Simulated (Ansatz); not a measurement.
## Al: changing the strain (εxy = 0.5 s)

```
CELL_PARAMETERS angstrom
4.54673 0.00000 0.00000
-2.27337 3.93758 0.00000
0.00000 0.00000 2.75393
ATOMIC_POSITIONS crystal
Al 0.33333 0.66667 0.50000
Al 0.66667 0.33333 0.50000
```

This isn't the form of Al at room conditions, which is fcc.

Kept alike: task band structure; functional PBE; k mesh 6 × 6 × 8; occupations fermi-dirac, width 0.05 eV; no spin polarisation. Program: Ansatz, Ansatz PAW, cutoff 420 eV. The mesh is that of the run's cell of 2 atoms. No spin-orbit coupling.

| run | stress xy (GPa) | free energy over the lowest row (meV/atom) |
| --- | --- | --- |
| A | -1.47 | 4.59 |
| B | 0.38 | 0.29 |
| C | -0.38 | 0.29 |
| D | 1.47 | 4.61 |
| E | 0.00 | 0.00 |
| F | 0.75 | 1.17 |
| G | -0.75 | 1.16 |

Stress is positive in compression, with a Pulay correction for the finite cutoff. The cell shown is the unstrained one; x, y and z are its Cartesian axes; atoms keep their fractions. For a metal such a mesh leaves the last digits unconverged. Shear stress takes the same sign, opposite to σ = Cε, so its slope is minus the stiffness.

**Question.** The runs differ in the strain (εxy = 0.5 s) alone: -0.04; -0.02; -0.01; 0; 0.01; 0.02; 0.04. Which run is which?

**Answer.** Run A is 0.04; run B is -0.01; run C is 0.01; run D is -0.04; run E is 0; run F is -0.02; run G is 0.02. The stress xy falls from 1.47 to -1.47 GPa between -0.04 and 0.04. A parabola through the five rows nearest s = 0 has a slope of -38 GPa per unit of s at s = 0, so the stiffness that links it to this strain is about 38 GPa; the fractions stay fixed. The free energy is lowest at 0, and 4.61 meV an atom higher at -0.04.
